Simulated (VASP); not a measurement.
# BeTe (F-43m) in VASP: notebook, part 2 of 2

VASP 6.6.1. The steps go on from the part before.

### Step 5. Single point, r2SCAN

This run uses another cell than the first one, of 23.31 Å³/atom, 1.030 times its volume.

The input, POSCAR:

```
BeTe
1.0
    0.0000000000      2.8564799518      2.8564799518
    2.8564799518      0.0000000000      2.8564799518
    2.8564799518      2.8564799518      0.0000000000
Be Te
1 1
Direct
    0.0000000000      0.0000000000      0.0000000000
    0.2500000000      0.2500000000      0.2500000000
```

The input, INCAR.step1:

```
SYSTEM = BeTe
PREC = Accurate ; ENCUT = 520
ISMEAR = 0 ; SIGMA = 0.02
LREAL = .False. ; LASPH = .True.
NELM = 60 ; NBANDS = 11
GGA = PE ; ALGO = Normal
EDIFF = 1E-4 ; LWAVE = .True.
LCHARG = .False.
```

The input, INCAR.step2:

```
SYSTEM = BeTe
PREC = Accurate ; ENCUT = 520
EDIFF = 1E-6 ; ISMEAR = 0
SIGMA = 0.02 ; LREAL = .False.
LASPH = .True. ; NELM = 60
ALGO = Normal ; ISIF = 2
LWAVE = .False. ; LCHARG = .False.
METAGGA = R2SCAN ; LMIXTAU = .True.
NBANDS = 11 ; ISTART = 1
```

The input, KPOINTS:

```
Automatic mesh
0
Gamma
  8 8 8
  0 0 0
```

Potentials or basis: VASP PAW PBE potentials, release 64 (Be, Te).

Command:

```bash
$ cat potpaw_PBE.64/Be/POTCAR potpaw_PBE.64/Te/POTCAR > POTCAR
$ cp INCAR.step1 INCAR
$ mpirun -np 1 vasp_std > vasp.out
$ cp INCAR.step2 INCAR
$ mpirun -np 1 vasp_std > vasp.out
```

OUTCAR:

```text
SYSTEM = BeTe
   PREC = Accurate
   ENCUT = 520
   EDIFF = 1E-6
   ISMEAR = 0
   LREAL = .False.
   LASPH = .True.
   NELM = 60
   ISIF = 2
   METAGGA = R2SCAN
   ISTART = 1

 ion  position               nearest neighbor table
   1  0.000  0.000  0.000-   2 2.47   2 2.47   2 2.47   2 2.47
   2  0.250  0.250  0.250-   1 2.47   1 2.47   1 2.47   1 2.47

  LATTYP: Found a face centered cubic cell.
 ALAT       =     5.7129599036

  Lattice vectors:

 A1 = (   0.0000000000,   2.8564799518,   2.8564799518)
 A2 = (   2.8564799518,   0.0000000000,   2.8564799518)
 A3 = (   2.8564799518,   2.8564799518,   0.0000000000)

Analysis of symmetry for initial positions (statically):
=====================================================================
 Subroutine PRICEL returns:
 Original cell was already a primitive cell.

 Routine SETGRP: Setting up the symmetry group for a
 face centered cubic supercell.

 Subroutine GETGRP returns: Found 24 space group operations
 (whereof 24 operations were pure point group operations)
 out of a pool of 48 trial point group operations.

The static configuration has the point symmetry T_d .

Analysis of symmetry for dynamics (positions and initial velocities):
=====================================================================
 Subroutine PRICEL returns:
 Original cell was already a primitive cell.

 Routine SETGRP: Setting up the symmetry group for a
 face centered cubic supercell.

 Subroutine GETGRP returns: Found 24 space group operations
 (whereof 24 operations were pure point group operations)
 out of a pool of 48 trial point group operations.

The dynamic configuration has the point symmetry T_d .

 Subroutine INISYM returns: Found 24 space group operations
 (whereof 24 operations are pure point group operations),
 and found     1 'primitive' translations

----------------------------------------------------------------------------------------
[... 119 lines left out ...]
   LHFCALC =     F    Hartree Fock is set to
   AEXX    =    0.0000 exact exchange contribution
   IVDW    =     0    specifies the selected vdW correction
   LEPSILON=     F    determine dielectric tensor
   LRPA    =     F    only Hartree local field effects (RPA)
 non-spin polarized calculation
 Gauss-broadening in eV      SIGMA  =   0.02
  energy-cutoff  :      520.00
  volume of cell :       46.61
 maximum number of plane-waves:      1283
   NGX = 15   NGY = 15   NGZ = 15

 number of electron       8.0000000 magnetization

 Free energy of the ion-electron system (eV)
  ---------------------------------------------------
  ext. energy  EPLUGINS =         0.00000000
  ---------------------------------------------------
  free energy    TOTEN  =       -30.67921753 eV

  energy without entropy =      -30.67921753  energy(sigma->0) =      -30.67921753

 E-fermi :   4.5857     XC(G=0):  -9.3009

 val. band max:        4.4622781357   @ k =   0.0000   0.0000   0.0000
 cond. band min:       6.9007151684   @ k =   0.5000   0.5000   0.0000
 fundamental gap:      2.4384370327
 Fermi energy:         4.5856551610

 k-point     1 :       0.0000    0.0000    0.0000
  band No.  band energies     occupation
      1      -8.0364      2.00000
      2       4.4623      2.00000
      3       4.4623      2.00000
      4       4.4623      2.00000
      5       8.5204      0.00000
      6       8.5204      0.00000
      7       8.5204      0.00000
      8       8.6417      0.00000
      9      13.4189      0.00000
     10      15.1254      0.00000
     11      15.1254      0.00000
[... 309 lines left out ...]
 k-point    24 :      -0.3750    0.2500    0.1250
  band No.  band energies     occupation
      1      -6.4637      2.00000
      2      -0.6134      2.00000
      3       1.6267      2.00000
      4       2.6208      2.00000
      5       9.1226      0.00000
      6       9.2435      0.00000
      7      11.5979      0.00000
      8      12.7472      0.00000
      9      13.4429      0.00000
     10      16.6463      0.00000
     11      16.9991      0.00000

 [... further k-points ...]

------------------------ aborting loop because EDIFF is reached ----------------------------------------

  FORCE on cell =-STRESS in cart. coord.  units (eV):
  Direction    XX          YY          ZZ          XY          YZ          ZX
  --------------------------------------------------------------------------------------
  -------------------------------------------------------------------------------------
  Total       -0.4399022     -0.4399022     -0.4399022     -0.0000000     -0.0000000     -0.0000000
  in kB      -15.1196987    -15.1196987    -15.1196987     -0.0000000     -0.0000000     -0.0000000
  external PRESSURE =     -15.1196987 kB  Pullay stress =       0.0000000 kB

 VOLUME and BASIS-vectors are now :
 -----------------------------------------------------------------------------
  energy-cutoff  :      520.00
  volume of cell :       46.61
      direct lattice vectors                 reciprocal lattice vectors
     0.000000000  2.856479952  2.856479952    -0.175040612  0.175040612  0.175040612
     2.856479952  0.000000000  2.856479952     0.175040612 -0.175040612  0.175040612
     2.856479952  2.856479952  0.000000000     0.175040612  0.175040612 -0.175040612

 POSITION                                       TOTAL-FORCE (eV/Angst)
 -----------------------------------------------------------------------------------
      0.00000      0.00000      0.00000        -0.000000     -0.000000     -0.000000
      1.42824      1.42824      1.42824         0.000000      0.000000      0.000000
 -----------------------------------------------------------------------------------
    total drift:                                0.000000      0.000000      0.000000

  FREE ENERGIE OF THE ION-ELECTRON SYSTEM (eV)
  ---------------------------------------------------
  free  energy   TOTEN  =       -30.6792175315 eV

  energy  without entropy=      -30.6792175315  energy(sigma->0) =      -30.67921753
```

Run time: 27 s. Hardware: 1 thread of Intel Xeon 6975P-C (Granite Rapids), shared host; peak memory 0.17 GiB.

Results:

```yaml
Free_energy: -30.6792 eV
Pressure: -1.5 GPa
Band_gap_on_the_k_mesh: 2.44 eV, indirect (least direct gap 4.06 eV)
```

Caveat: the PAW data sets were made with another functional, which shifts forces and pressure a little; spin-orbit coupling is left out, which moves the levels of the heavy elements. A k mesh can miss the band edges.

### Step 6. Overview

| task | cell | cutoff (eV) | gap on the mesh (eV) | pressure (GPa) |
| --- | --- | --- | --- | --- |
| single point | F-43m, 22.63 Å³/atom | 520 | 2.37 | 0.2 |
| relaxation of cell and atoms | relaxed | 600 | 2.37 | 0.0 |
| single point | F-43m, 23.31 Å³/atom | 520 | 2.44 | -1.5 |

Alike in all rows: level r2SCAN; potentials or basis VASP PAW PBE potentials, release 64 (Be, Te); no spin polarisation; k mesh 8 × 8 × 8; smearing gaussian 0.02 eV.

Caveats: the PAW data sets were made with another functional, which shifts forces and pressure a little; spin-orbit coupling is left out, which moves the levels of the heavy elements.

Total energies depend on the potentials used, so only differences within one code and one set of settings carry meaning.
